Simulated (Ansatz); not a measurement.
# HgSe (F-43m) in Ansatz: notebook

The runs below take HgSe through single point, with PBE.

All numbers are computed with Ansatz 0.2.0; they aren't measurements. Logs are shortened: lines on timing, memory, paths and dates and some standing lists are left out, and cuts for length are marked.

**1. Starting point**

The structure is cubic, space group F-43m (No. 216). Conventional cell: a = 6.078 Å, b = 6.078 Å, c = 6.078 Å, α = 90.00°, β = 90.00°, γ = 90.00°. Hg (site symmetry -43m) is surrounded by 4 Se at 2.63 Å. Se (site symmetry -43m) is surrounded by 4 Hg at 2.63 Å.

**2. Single point, PBE**

The input, input.yaml:

```yaml
crystal:
  lattice:
    - [0.0, 3.039, 3.039]
    - [3.039, 0.0, 3.039]
    - [3.039, 3.039, 0.0]
  atoms:
    - { symbol: Hg, position: [0.0, 0.0, 0.0] }
    - { symbol: Se, position: [0.75, 0.75, 0.75] }
hamiltonian:
  xc: pbe
  pseudopotentials: { kind: paw }
kpoints:
  mp_grid: { grid: [8, 8, 8] }
scf:
  occupations: { method: gaussian, width: 0.018 }
output:
  forces: true
  stress: true
  eigenvalues: true
```

Potentials or basis: Ansatz PAW.

Started as:

```bash
ansatz run input.yaml --threads 2 --pin off --max-ram 5632MiB --backend cpu --events-out ev --progress --plain --runs-dir out
```

The program printed:

```text
Warning: RAYON_NUM_THREADS=2 ignored (pool sized by the plan → 2); use --threads N
Engine: ansatz 0.2.0, x86_64-unknown-linux-gnu
Pseudopotentials: kind: paw
Pseudopotential: Hg, paw, valence charge 20, recommended cutoff 420 eV (normal), Hg.paw.azcp
Pseudopotential: Se, paw, valence charge 16, recommended cutoff 420 eV (normal), Se.paw.azcp
Functional definition: PBE
  parameter kappa = 0.804
  parameter beta = 0.06672455060314922
  exchange = pbe_x(kappa = kappa, mu = beta*pi^2/3)
  correlation = pbe_c(beta = beta)
Crystal: 2 atoms, lattice volume = 56.133 Å³
Basis set: ecut = 420 eV, 1067 PW (Γ), exchange–correlation on 60×60×60 points (8 copies of the dense FFT grid, shifted against one another)
Bands: 22, of which v1, the nominal top of the filled ones, is band 18 counted from 1 (17 counted from 0)
Symmetry: 24 space group operations
Space group: F-43m (ITA 216), of the structure as read, at distance tolerance 3.8e-5 Å
k-points: 29 of 512 (time reversal used)
Non-local potential: Hg, projectors of the file, l = 0: 3, l = 1: 2, l = 2: 2, l = 3: 1
Non-local potential: Se, projectors of the file, l = 0: 2, l = 1: 2, l = 2: 3, l = 3: 1
PAW form: soft (Blöchl's): semilocal exchange-correlation on the pseudo side does not see the compensation charge
PAW one-centre angular grid: Hg, 590 points (default); XC on 64 Gauss nodes
PAW one-centre angular grid: Se, 590 points (default); XC on 64 Gauss nodes
Initial density: superposition of atomic densities (neutral atoms: chi_scale 0, normalization atom), corrected by the library's trained network
Initial wavefunctions: pseudopotential atomic-orbital guess
Functional: x = pbe(κ = 0.804, μ = 0.2195149727645171), c = pbe(β = 0.06672455060314922)
SCF iter   1: F=—  HF=-19282.887407 eV  |F-HF|=—  |Δ(HF+E_count)|=         —  Δρ=1.24e-3  dr2=1.52e-3  ethr=1.77e-3  ⟨swp⟩=6.0  Hψ=2822  notcnv=0
preconditioner: auto → none  [insulator: Δε(μ)=0.614 eV  Ē_g=11.329 eV  σ=0.018 eV  W_gap=0.66  n_scr=14 (ndim 8)  ℏωp=21.0 eV  f_vac=0.193  D(μ)=0.33/eV (n_scr^D=0)  ε∞_Penn≈4.4]
SCF iter   2: F=—  HF=-19282.888138 eV  |F-HF|=—  |Δ(HF+E_count)|=   7.31e-4  Δρ=5.01e-4  dr2=1.46e-4  ethr=4.22e-6  ⟨swp⟩=2.0  Hψ=1253  notcnv=0
SCF iter   3: F=—  HF=-19282.888191 eV  |F-HF|=—  |Δ(HF+E_count)|=   5.29e-5  Δρ=2.42e-4  dr2=3.20e-5  ethr=4.06e-7  ⟨swp⟩=2.1  Hψ=1067  notcnv=0
SCF iter   4: F=—  HF=-19282.888233 eV  |F-HF|=—  |Δ(HF+E_count)|=   4.22e-5  Δρ=8.77e-5  dr2=4.72e-6  ethr=8.90e-8  ⟨swp⟩=2.0  Hψ=879  notcnv=0
SCF iter   5: F=—  HF=-19282.888241 eV  |F-HF|=—  |Δ(HF+E_count)|=   8.25e-6  Δρ=1.70e-5  dr2=1.45e-7  ethr=1.31e-8  ⟨swp⟩=2.0  Hψ=900  notcnv=0
SCF iter   6: F=-19282.888242 eV  HF=-19282.888241 eV  |F-HF|=2.82e-8  |Δ(HF+E_count)|=   4.06e-7  Δρ=5.04e-6  dr2=9.59e-9  ethr=2.78e-10  ⟨swp⟩=5.6  Hψ=2714  notcnv=0
SCF 1 converged in 6 iterations: F = -19282.888242 eV  dr2 = 9.59e-9
SCF converged after 6 iterations
Free energy (F): -19282.888242 eV
Harris-Foulkes:  -19282.888241 eV  (|F-HF|=2.82e-8)
Internal energy: -19282.888187 eV  (E = F + TS)
E sigma→0 (E₀):  -19282.888214 eV
Entropy (-TS):   -0.000054 eV (-0.027 meV/atom)
Fermi energy:    8.905435 eV
--- Per-component energies (eV) ---
  E_band       = -869.487701
  E_kinetic    = 722.436090
  E_local      = -5776.249132  (includes V_loc(G=0)·N_el)
  E_nonlocal   = -522.622089
  E_hartree    = 2644.575680
  E_xc         = -324.611083
  E_vxc        = -360.479073  (∫ρ·V_xc dr)
  E_paw        = -11855.651730  (= ΣΔE_a)
  E_vpaw       = -221.725625  (= ΣTr[D̂ρ^β])
  E_aug_tail   = 0.000345  (compensation charges beyond the density's cutoff)
  E_ewald      = -4170.766268
  E_smearing   = -0.000054  (= −TS)
  E_closure    = 0.000000  (closes the sum)
  Σ components = -19282.888242   (vs F -19282.888242, Δ=0.00e0)
--- Forces (eV/Å), atoms counted from 1 ---
  atom   1  Hg    -0.00000000    -0.00000000     0.00000000
  atom   2  Se     0.00000000    -0.00000000    -0.00000000
  max |Σ_I F_I| component: 2.20e-17 eV/Å
--- Stress (GPa, compression-positive) ---
        4.716986       0.000000       0.000000
       -0.000000       4.716986       0.000000
       -0.000000       0.000000       4.716986
  P = ⅓ Tr σ = 4.7170 GPa (47.170 kbar)
--- Band table (eV; the first three rows and the last of 29) ---
  k-point 0: bands = ["-105.5743", "-54.0452", "-54.0452", "-54.0452", "-38.6112", "-38.6112", "-38.6112", "-38.6078", "-38.6078", "-4.5783", "1.7196", "1.7196", "1.7196", "2.4679", "2.4679", "7.9699", "8.9000", "8.9000", "8.9000", "14.3974", "14.3974", "14.3974"]
  k-point 1: bands = ["-105.5743", "-54.0453", "-54.0452", "-54.0452", "-38.6112", "-38.6112", "-38.6112", "-38.6078", "-38.6078", "-4.5114", "1.7484", "1.7503", "1.7503", "2.4655", "2.4655", "7.0545", "8.7405", "8.7405", "9.5189", "14.0578", "14.6145", "14.6145"]
  k-point 2: bands = ["-105.5743", "-54.0454", "-54.0453", "-54.0453", "-38.6113", "-38.6112", "-38.6112", "-38.6077", "-38.6077", "-4.3448", "1.8185", "1.8185", "1.8920", "2.4709", "2.4709", "5.6480", "8.3844", "8.3844", "9.9767", "14.2650", "15.0017", "15.0017"]
  k-point 28: bands = ["-105.5743", "-54.0456", "-54.0455", "-54.0454", "-38.6114", "-38.6113", "-38.6112", "-38.6077", "-38.6077", "-3.9359", "2.0139", "2.1200", "2.3868", "2.4131", "3.0890", "3.5974", "6.1498", "6.4752", "12.5291", "14.0357", "14.9957", "16.3689"]
```

It took 2.2 s on 2 threads of Intel Xeon at 2.50GHz (Skylake/Cascade Lake), shared host; peak memory 0.37 GiB.

Results:

```yaml
Free_energy: -19282.8882 eV
Pressure: 4.7 GPa
Band_gap_on_the_k_mesh: none (metal or under the smearing width)
```

Levels at points of the mesh, in eV from the Fermi level:
| k point | band 15 | band 16 | band 17 | band 18 | band 19 | band 20 | band 21 | band 22 |
| --- | --- | --- | --- | --- | --- | --- | --- | --- |
| (0.00, 0.00, 0.00) | -6.44 | -0.94 | -0.01 | -0.01 | -0.01 | 5.49 | 5.49 | 5.49 |
| (0.00, 0.00, -0.50) | -6.11 | -5.53 | -0.98 | -0.98 | 1.12 | 6.26 | 6.26 | 6.99 |
| (0.00, -0.50, -0.50) | -6.07 | -5.10 | -2.32 | -2.32 | 2.79 | 3.00 | 8.45 | 9.86 |

**3. Single point, PBE**

input.yaml: that of step 2 with these lines changed.

```diff
@@ -14,3 +14,3 @@
 scf:
-  occupations: { method: gaussian, width: 0.018 }
+  occupations: { method: gaussian, width: 0.019 }
 output:
```

Potentials or basis: Ansatz PAW.

Started as:

```bash
ansatz run input.yaml --threads 2 --pin off --max-ram 5632MiB --backend cpu --events-out ev --progress --plain --runs-dir out
```

The program printed:

```text
Warning: RAYON_NUM_THREADS=2 ignored (pool sized by the plan → 2); use --threads N
Engine: ansatz 0.2.0, x86_64-unknown-linux-gnu
Pseudopotentials: kind: paw
Pseudopotential: Hg, paw, valence charge 20, recommended cutoff 420 eV (normal), Hg.paw.azcp
Pseudopotential: Se, paw, valence charge 16, recommended cutoff 420 eV (normal), Se.paw.azcp
Functional definition: PBE
  parameter kappa = 0.804
  parameter beta = 0.06672455060314922
  exchange = pbe_x(kappa = kappa, mu = beta*pi^2/3)
  correlation = pbe_c(beta = beta)
Crystal: 2 atoms, lattice volume = 56.133 Å³
Basis set: ecut = 420 eV, 1067 PW (Γ), exchange–correlation on 60×60×60 points (8 copies of the dense FFT grid, shifted against one another)
Bands: 22, of which v1, the nominal top of the filled ones, is band 18 counted from 1 (17 counted from 0)
[... 39 lines left out ...]
  E_smearing   = -0.000057  (= −TS)
  E_closure    = 0.000000  (closes the sum)
  Σ components = -19282.888245   (vs F -19282.888245, Δ=0.00e0)
--- Forces (eV/Å), atoms counted from 1 ---
  atom   1  Hg    -0.00000000     0.00000000     0.00000000
  atom   2  Se     0.00000000     0.00000000     0.00000000
  max |Σ_I F_I| component: 3.70e-17 eV/Å
--- Stress (GPa, compression-positive) ---
        4.716986       0.000000      -0.000000
       -0.000000       4.716986       0.000000
       -0.000000       0.000000       4.716986
  P = ⅓ Tr σ = 4.7170 GPa (47.170 kbar)
--- Band table (eV; the first three rows and the last of 29) ---
  k-point 0: bands = ["-105.5743", "-54.0452", "-54.0452", "-54.0452", "-38.6112", "-38.6112", "-38.6112", "-38.6078", "-38.6078", "-4.5783", "1.7196", "1.7196", "1.7196", "2.4679", "2.4679", "7.9699", "8.9000", "8.9000", "8.9000", "14.3974", "14.3974", "14.3974"]
  k-point 1: bands = ["-105.5743", "-54.0453", "-54.0452", "-54.0452", "-38.6112", "-38.6112", "-38.6112", "-38.6078", "-38.6078", "-4.5114", "1.7484", "1.7503", "1.7503", "2.4655", "2.4655", "7.0545", "8.7405", "8.7405", "9.5189", "14.0578", "14.6145", "14.6145"]
  k-point 2: bands = ["-105.5743", "-54.0454", "-54.0453", "-54.0453", "-38.6113", "-38.6112", "-38.6112", "-38.6077", "-38.6077", "-4.3448", "1.8185", "1.8185", "1.8920", "2.4709", "2.4709", "5.6480", "8.3844", "8.3844", "9.9767", "14.2650", "15.0017", "15.0017"]
  k-point 28: bands = ["-105.5743", "-54.0456", "-54.0455", "-54.0454", "-38.6114", "-38.6113", "-38.6112", "-38.6077", "-38.6077", "-3.9359", "2.0139", "2.1200", "2.3868", "2.4131", "3.0890", "3.5974", "6.1498", "6.4752", "12.5291", "14.0357", "14.9957", "16.3689"]
```

Run time: 2.6 s. Hardware: 2 threads of Intel Xeon at 2.50GHz (Skylake/Cascade Lake), shared host; peak memory 0.37 GiB.

What came out:

```
Free energy            : -19282.8882 eV
Pressure               : 4.7 GPa
Band gap on the k mesh : none (metal or under the smearing width)
```

**4. Single point, PBE**

input.yaml: that of step 3 with these lines changed.

```diff
@@ -14,3 +14,3 @@
 scf:
-  occupations: { method: gaussian, width: 0.019 }
+  occupations: { method: gaussian, width: 0.02 }
 output:
```

Started as:

```bash
ansatz run input.yaml --threads 2 --pin off --max-ram 5632MiB --backend cpu --events-out ev --progress --plain --runs-dir out
```

Run time: 2.6 s. Hardware: 2 threads of Intel Xeon at 2.50GHz (Skylake/Cascade Lake), shared host; peak memory 0.37 GiB.

Results (log left out):

* Free energy: -19282.8882 eV
* Pressure: 4.7 GPa
* Band gap on the k mesh: none (metal or under the smearing width)

Levels at points of the mesh, in eV from the Fermi level:
| k point | band 14 | band 15 | band 16 | band 17 | band 18 | band 19 | band 20 | band 21 | band 22 |
| --- | --- | --- | --- | --- | --- | --- | --- | --- | --- |
| (0.00, 0.00, 0.00) | -6.44 | -6.44 | -0.94 | -0.01 | -0.01 | -0.01 | 5.49 | 5.49 | 5.49 |
| (0.00, 0.00, -0.50) | -6.39 | -6.11 | -5.53 | -0.98 | -0.98 | 1.12 | 6.26 | 6.26 | 6.99 |
| (0.00, -0.50, -0.50) | -6.32 | -6.07 | -5.10 | -2.32 | -2.32 | 2.79 | 3.00 | 8.45 | 9.86 |

The run has no spin-orbit coupling, so splittings on Hg are missing.

**5. Single point, PBE**

input.yaml: that of step 4 with these lines changed.

```diff
@@ -14,3 +14,3 @@
 scf:
-  occupations: { method: gaussian, width: 0.02 }
+  occupations: { method: gaussian, width: 0.021 }
 output:
```

Potentials or basis: Ansatz PAW.

Started as:

```bash
ansatz run input.yaml --threads 2 --pin off --max-ram 5632MiB --backend cpu --events-out ev --progress --plain --runs-dir out
```

The program printed:

```text
Warning: RAYON_NUM_THREADS=2 ignored (pool sized by the plan → 2); use --threads N
Engine: ansatz 0.2.0, x86_64-unknown-linux-gnu
Pseudopotentials: kind: paw
Pseudopotential: Hg, paw, valence charge 20, recommended cutoff 420 eV (normal), Hg.paw.azcp
Pseudopotential: Se, paw, valence charge 16, recommended cutoff 420 eV (normal), Se.paw.azcp
Functional definition: PBE
  parameter kappa = 0.804
  parameter beta = 0.06672455060314922
  exchange = pbe_x(kappa = kappa, mu = beta*pi^2/3)
  correlation = pbe_c(beta = beta)
Crystal: 2 atoms, lattice volume = 56.133 Å³
Basis set: ecut = 420 eV, 1067 PW (Γ), exchange–correlation on 60×60×60 points (8 copies of the dense FFT grid, shifted against one another)
Bands: 22, of which v1, the nominal top of the filled ones, is band 18 counted from 1 (17 counted from 0)
Symmetry: 24 space group operations
Space group: F-43m (ITA 216), of the structure as read, at distance tolerance 3.8e-5 Å
k-points: 29 of 512 (time reversal used)
Non-local potential: Hg, projectors of the file, l = 0: 3, l = 1: 2, l = 2: 2, l = 3: 1
Non-local potential: Se, projectors of the file, l = 0: 2, l = 1: 2, l = 2: 3, l = 3: 1
PAW form: soft (Blöchl's): semilocal exchange-correlation on the pseudo side does not see the compensation charge
PAW one-centre angular grid: Hg, 590 points (default); XC on 64 Gauss nodes
PAW one-centre angular grid: Se, 590 points (default); XC on 64 Gauss nodes
Initial density: superposition of atomic densities (neutral atoms: chi_scale 0, normalization atom), corrected by the library's trained network
Initial wavefunctions: pseudopotential atomic-orbital guess
Functional: x = pbe(κ = 0.804, μ = 0.2195149727645171), c = pbe(β = 0.06672455060314922)
SCF iter   1: F=—  HF=-19282.887416 eV  |F-HF|=—  |Δ(HF+E_count)|=         —  Δρ=1.24e-3  dr2=1.52e-3  ethr=1.77e-3  ⟨swp⟩=6.0  Hψ=2810  notcnv=0
preconditioner: auto → none  [insulator: Δε(μ)=0.614 eV  Ē_g=11.329 eV  σ=0.021 eV  W_gap=0.66  n_scr=14 (ndim 8)  ℏωp=21.0 eV  f_vac=0.193  D(μ)=0.29/eV (n_scr^D=0)  ε∞_Penn≈4.4]
SCF iter   2: F=—  HF=-19282.888147 eV  |F-HF|=—  |Δ(HF+E_count)|=   7.31e-4  Δρ=5.00e-4  dr2=1.46e-4  ethr=4.22e-6  ⟨swp⟩=2.0  Hψ=1253  notcnv=0
SCF iter   3: F=—  HF=-19282.888199 eV  |F-HF|=—  |Δ(HF+E_count)|=   5.24e-5  Δρ=2.42e-4  dr2=3.20e-5  ethr=4.06e-7  ⟨swp⟩=2.1  Hψ=1051  notcnv=0
SCF iter   4: F=—  HF=-19282.888242 eV  |F-HF|=—  |Δ(HF+E_count)|=   4.25e-5  Δρ=8.75e-5  dr2=4.70e-6  ethr=8.89e-8  ⟨swp⟩=2.0  Hψ=879  notcnv=0
SCF iter   5: F=—  HF=-19282.888250 eV  |F-HF|=—  |Δ(HF+E_count)|=   8.23e-6  Δρ=1.69e-5  dr2=1.43e-7  ethr=1.30e-8  ⟨swp⟩=2.0  Hψ=900  notcnv=0
SCF iter   6: F=-19282.888251 eV  HF=-19282.888251 eV  |F-HF|=2.81e-8  |Δ(HF+E_count)|=   4.03e-7  Δρ=5.01e-6  dr2=9.50e-9  ethr=2.78e-10  ⟨swp⟩=5.6  Hψ=2714  notcnv=0
SCF 1 converged in 6 iterations: F = -19282.888251 eV  dr2 = 9.50e-9
SCF converged after 6 iterations
Free energy (F): -19282.888251 eV
Harris-Foulkes:  -19282.888251 eV  (|F-HF|=2.81e-8)
Internal energy: -19282.888187 eV  (E = F + TS)
E sigma→0 (E₀):  -19282.888219 eV
Entropy (-TS):   -0.000063 eV (-0.032 meV/atom)
Fermi energy:    8.906349 eV
--- Per-component energies (eV) ---
  E_band       = -869.487699
  E_kinetic    = 722.436090
  E_local      = -5776.249127  (includes V_loc(G=0)·N_el)
  E_nonlocal   = -522.622086
  E_hartree    = 2644.575676
  E_xc         = -324.611083
  E_vxc        = -360.479072  (∫ρ·V_xc dr)
  E_paw        = -11855.651733  (= ΣΔE_a)
  E_vpaw       = -221.725624  (= ΣTr[D̂ρ^β])
  E_aug_tail   = 0.000345  (compensation charges beyond the density's cutoff)
  E_ewald      = -4170.766268
  E_smearing   = -0.000063  (= −TS)
  E_closure    = 0.000000  (closes the sum)
  Σ components = -19282.888251   (vs F -19282.888251, Δ=0.00e0)
--- Forces (eV/Å), atoms counted from 1 ---
  atom   1  Hg    -0.00000000     0.00000000    -0.00000000
  atom   2  Se     0.00000000     0.00000000     0.00000000
  max |Σ_I F_I| component: 3.70e-17 eV/Å
--- Stress (GPa, compression-positive) ---
        4.716987      -0.000000      -0.000000
       -0.000000       4.716987       0.000000
       -0.000000       0.000000       4.716987
  P = ⅓ Tr σ = 4.7170 GPa (47.170 kbar)
--- Band table (eV; the first three rows and the last of 29) ---
  k-point 0: bands = ["-105.5743", "-54.0452", "-54.0452", "-54.0452", "-38.6112", "-38.6112", "-38.6112", "-38.6078", "-38.6078", "-4.5783", "1.7196", "1.7196", "1.7196", "2.4679", "2.4679", "7.9699", "8.9000", "8.9000", "8.9000", "14.3974", "14.3974", "14.3974"]
  k-point 1: bands = ["-105.5743", "-54.0453", "-54.0452", "-54.0452", "-38.6112", "-38.6112", "-38.6112", "-38.6078", "-38.6078", "-4.5114", "1.7484", "1.7503", "1.7503", "2.4655", "2.4655", "7.0545", "8.7405", "8.7405", "9.5189", "14.0578", "14.6145", "14.6145"]
  k-point 2: bands = ["-105.5743", "-54.0454", "-54.0453", "-54.0453", "-38.6113", "-38.6112", "-38.6112", "-38.6077", "-38.6077", "-4.3448", "1.8185", "1.8185", "1.8920", "2.4709", "2.4709", "5.6480", "8.3844", "8.3844", "9.9767", "14.2650", "15.0017", "15.0017"]
  k-point 28: bands = ["-105.5743", "-54.0456", "-54.0455", "-54.0454", "-38.6114", "-38.6113", "-38.6112", "-38.6077", "-38.6077", "-3.9359", "2.0139", "2.1200", "2.3868", "2.4131", "3.0890", "3.5974", "6.1498", "6.4752", "12.5291", "14.0357", "14.9957", "16.3689"]
```

Run time: 2.4 s. Hardware: 2 threads of Intel Xeon at 2.50GHz (Skylake/Cascade Lake), shared host; peak memory 0.37 GiB.

What came out:

```
Free energy            : -19282.8883 eV
Pressure               : 4.7 GPa
Band gap on the k mesh : none (metal or under the smearing width)
```

**6. The runs side by side**

```csv
smearing,gap on the mesh (eV),pressure (GPa)
gaussian 0.018 eV,none,4.7
gaussian 0.019 eV,none,4.7
gaussian 0.02 eV,none,4.7
gaussian 0.021 eV,none,4.7
```

Alike in all rows: task single point; level PBE; potentials or basis Ansatz PAW; no spin polarisation; cell as given; k mesh 8 × 8 × 8; cutoff (eV) 420.

Every run on the cell as given and a fine mesh finds a metal.

Total energies depend on the potentials used, so only differences within one code and one set of settings carry meaning.
